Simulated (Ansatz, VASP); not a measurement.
**One calculation of Rh, two programs**

Contents of INCAR:

```
SYSTEM = Rh
ALGO = Normal ; EDIFF = 1E-7
ENCUT = 520 ; GGA = PE
ISIF = 2 ; ISMEAR = -1
LASPH = .TRUE. ; LCHARG = .FALSE.
LREAL = .FALSE. ; LWAVE = .FALSE.
NBANDS = 30 ; NELM = 80
PREC = Accurate ; SIGMA = 0.08
```

File KPOINTS:

```
k-points
0
G
  8 8 11
  0 0 0
```

POSCAR

```
Rh
1.0
    3.8352430472      0.0000000000      0.0000000000
   -1.9176215236      3.3214179085      0.0000000000
    0.0000000000      0.0000000000      2.3148270725
Rh
3
Direct
    0.0000000000      0.0000000000      0.0000000000
    0.3333333333      0.6666666667      0.5000000000
    0.6666666667      0.3333333333      0.5000000000
```

Input for Ansatz:

```yaml
crystal:
  lattice:
    - [3.8352430472, 0.0, 0.0]
    - [-1.9176215236, 3.3214179085, 0.0]
    - [0.0, 0.0, 2.3148270725]
  atoms:
    - { symbol: Rh, position: [0.0, 0.0, 0.0] }
    - { symbol: Rh, position: [0.3333333333, 0.6666666667, 0.5] }
    - { symbol: Rh, position: [0.6666666667, 0.3333333333, 0.5] }
kpoints:
  mp_grid: { grid: [8, 8, 11] }
scf:
  occupations: { method: fermi_dirac, width: 0.08 }
hamiltonian:
  xc: pbe
  pseudopotentials: { kind: paw }
output:
  forces: true
  stress: true
  eigenvalues: true
  populations: true
  write_density: true
  write_potential: true
  elf: true
  volumetric_format: npy
```

Change from the starting cell: volume scaled by 0.68, PAW files.

Alike in both runs: task single point; functional PBE; k mesh 8 × 8 × 11; occupations fermi-dirac, width 0.08 eV; no spin polarisation.

```csv
,VASP,Ansatz
version,VASP 6.6.1,Ansatz 0.2.0
potentials or method,"VASP PAW PBE potentials, release 64 (Rh_pv)","PAW with Ansatz's default frozen-core files, scalar-relativistic"
plane-wave cutoff (eV),520,420
valence electrons in the cell,45,51
```

|  | VASP | Ansatz | Ansatz less VASP |
| --- | --- | --- | --- |
| pressure (GPa) | 242.3 | 240.5 | -1.85 |
| largest component of the traceless stress (GPa) | 0.24 | 0.07 | -0.170 |

With one functional, cell and mesh, what is left measures potentials, basis and numerics. The two sets of potentials don't hold the same shells in valence.

Caveats: the cell as given lies far from equilibrium; so large a pressure means that the cell lies far from this level's equilibrium, or that cutoff or potentials fall short (VASP).
